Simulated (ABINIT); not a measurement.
# CdTe (F-43m) in ABINIT: further runs, part 2 of 2

ABINIT 10.8.3 (patched build). Earlier steps stand in the parts before.

## Step 4: Equation of state, revPBE+D3(BJ)

File run.abi:

```
# Datasets: one volume each
ndtset 7
getwfk -1
scalecart1 3*0.9795861087
scalecart2 3*0.9864848297
scalecart3 3*0.9932883884
scalecart4 3*1.0000000000
scalecart5 3*1.0066227096
scalecart6 3*1.0131594038
scalecart7 3*1.0196128224

# Pseudopotentials
pp_dirpath "./"
pseudos "Te.GGA_PBE-JTH.xml, Cd.GGA_PBE-JTH.xml"

# Structure
acell 3*1.0
rprim
     0.0000000000     6.0565722294     6.0565722294
     6.0565722294     0.0000000000     6.0565722294
     6.0565722294     6.0565722294     0.0000000000
ntypat 2
znucl 52 48
natom 2
typat 1 2
xred
     0.7500000000     0.7500000000     0.7500000000
     0.0000000000     0.0000000000     0.0000000000

# Plane-wave basis
ecut 17.0
pawecutdg 34.0

# k points
kptopt 1
ngkpt 7 7 7
nshiftk 1
shiftk 0.0 0.0 0.0

# Exchange and correlation
ixc 14
vdw_xc 7

# Bands and occupations
nband 13
occopt 3
tsmear 0.00183747

# SCF cycle
nstep 100
tolvrs 1.0e-9

# Output
iomode 3
prtwf 1
prtden 0
prteig 0
prtebands 0
enunit 2
```

Potentials or basis: JTH PAW PBE v2.0.

On the command line:

```
$ abinit run.abi > log 2>&1
```

It took 95 s on 1 thread of Arm Neoverse V2, shared host; peak memory 0.15 GiB.

It converged, with:

```
Equilibrium volume                      : 34.20 Å³/atom
Bulk modulus                            : 41 GPa
Pressure derivative of the bulk modulus : 4.8 (rough: it moves with the points fitted)
```

Energy against volume, from the lowest point:
```
volume (Å³/atom)  energy (meV/atom)
          30.947              48.34
          31.605              29.61
          32.263              15.81
          32.922               6.63
          33.580               1.66
          34.239               0.00
          34.897               1.82
```

Caveat: the cutoff is too short for stress, so the log's stress isn't used; pressures at fixed basis lie under the slope of the energies; the PAW data sets were made with another functional, which shifts forces and pressure a little. The run has no spin-orbit coupling, so splittings on Te are missing.

## Step 5: Band structure, LDA

File run.abi:

```
# Datasets: ground state, then fixed potential
ndtset 2

# Pseudopotentials
pp_dirpath "./"
pseudos "Te.hgh, Cd_sc.hgh"

# Structure
acell 8.5652865883 8.5652865883 8.5652865883
rprim
     0.0000000000     0.7071067812     0.7071067812
     0.7071067812     0.0000000000     0.7071067812
     0.7071067812     0.7071067812     0.0000000000
ntypat 2
znucl 52 48
natom 2
typat 1 2
xred
     0.7500000000     0.7500000000     0.7500000000
     0.0000000000     0.0000000000     0.0000000000

# Plane-wave basis
ecut 707.496042 eV

# Exchange and correlation
ixc 7

# Bands and occupations
occopt 3
tsmear 0.05 eV

# SCF cycle
nstep 100

# Output
iomode 3
prtwf 0
prteig 0
prtebands 0
enunit 1
prtden1 1
prtvha1 1
prtvclmb1 1
prtpot1 1
prtelf1 1

# Dataset 1
kptopt1 1
ngkpt1 7 7 7
nshiftk1 1
shiftk1 0.0 0.0 0.0
nband1 13
tolvrs1 1.0e-10

# Dataset 2: bands along G-X-W-K-G-L-U-W-L-K
iscf2 -2
getden2 1
nband2 17
nbdbuf2 2
tolwfr2 1.0e-12
kptopt2 -9
ndivsm2 5
prteig2 1
kptbounds2
     0.0000000000     0.0000000000     0.0000000000
     0.5000000000     0.0000000000     0.5000000000
     0.5000000000     0.2500000000     0.7500000000
     0.3750000000     0.3750000000     0.7500000000
     0.0000000000     0.0000000000     0.0000000000
     0.5000000000     0.5000000000     0.5000000000
     0.6250000000     0.2500000000     0.6250000000
     0.5000000000     0.2500000000     0.7500000000
     0.5000000000     0.5000000000     0.5000000000
     0.3750000000     0.3750000000     0.7500000000
```

Potentials or basis: HGH LDA semicore.

On the command line:

```
$ abinit run.abi > log 2>&1
```

It took 76 s on 1 thread of Arm Neoverse V2, shared host; peak memory 0.12 GiB.

The run converged. Its results:

```
Free energy                                           : -1475.3383 eV
Band gap on the k mesh                                : 0.60 eV, direct
Valence electrons inside the program's atomic spheres : Te 2.20; Cd 9.25
```

Levels at the corners of the path, in eV from the valence-band top:
```csv
point,band 5,band 6,band 7,band 8,band 9,band 10,band 11,band 12,band 13,band 14
Γ,-8.06,-8.06,0.00,0.00,0.00,0.60,4.49,4.49,4.49,7.36
X,-8.04,-7.58,-4.58,-2.03,-2.03,2.39,2.53,8.80,9.22,9.22
W,-8.10,-7.49,-4.46,-2.51,-2.41,4.24,4.58,5.50,6.20,9.75
K,-8.10,-7.53,-4.49,-2.77,-1.68,2.74,4.45,7.30,7.50,7.83
Γ,-8.06,-8.06,0.00,0.00,0.00,0.60,4.49,4.49,4.49,7.36
L,-8.09,-7.73,-4.73,-0.85,-0.85,1.65,5.12,5.12,6.95,8.61
U,-8.10,-7.53,-4.49,-2.77,-1.68,2.74,4.45,7.30,7.50,7.83
W,-8.10,-7.49,-4.46,-2.51,-2.41,4.24,4.58,5.50,6.20,9.75
L,-8.09,-7.73,-4.73,-0.85,-0.85,1.65,5.12,5.12,6.95,8.61
K,-8.10,-7.53,-4.49,-2.77,-1.68,2.74,4.45,7.30,7.50,7.83
```

Caveat: the cutoff is too short for stress, so the log's stress isn't used; spin-orbit coupling is left out, which moves the levels of the heavy elements; HGH potentials are hard and often keep d shells in the core, so these values are rough.

## Step 6: Overview

```tsv
task	level	potentials or basis	V0 of scaled cells (Å³/atom)	B0 (GPa)
band structure	HCTH407	JTH PAW PBE v2.0	-	-
equation of state	LDA	JTH PAW LDA v2.0	32.99	46
equation of state	revPBE+D3(BJ)	JTH PAW PBE v2.0	34.20	41
```

Alike in all rows: no spin polarisation; cell as given; k mesh 7 × 7 × 7; cutoff (eV) 463; smearing fermi-dirac 0.05 eV.

Caveats: the PAW data sets were made with another functional, which shifts forces and pressure a little (some runs); pressures at fixed basis lie under the slope of the energies (some runs); spin-orbit coupling is left out, which moves the levels of the heavy elements (some runs).

Total energies depend on the potentials used, so only differences within one code and one set of settings carry meaning.

## Step 7: Against experiment

Step 2. Measured gap of CdTe: 1.607 eV (0 K; a printed reference work, data compilation). This calculation gives 1.17 eV (-0.44 eV). Spin-orbit coupling on Cd, Te is left out. The value is that of HCTH407, without temperature or zero-point motion.

Step 3. A measured bulk modulus of CdTe is 42 GPa (powder; quoted in “Multiscale insight into the Cd1-xZnxTe vibrational-mechanical properties -- High-pressure experiments and ab initio calculations”, 2023, arxiv:2306.14539); the calculated 46 GPa misses it by +10.6 %. The fit is for a static lattice scaled at fixed shape and fixed fractional positions.

Step 4. Against the measured bulk modulus of CdTe, 42 GPa (powder; quoted in “Multiscale insight into the Cd1-xZnxTe vibrational-mechanical properties -- High-pressure experiments and ab initio calculations”, 2023, arxiv:2306.14539), the calculated 41 GPa is off by -1.9 %. The fit is for a static lattice scaled at fixed shape and fixed fractional positions.
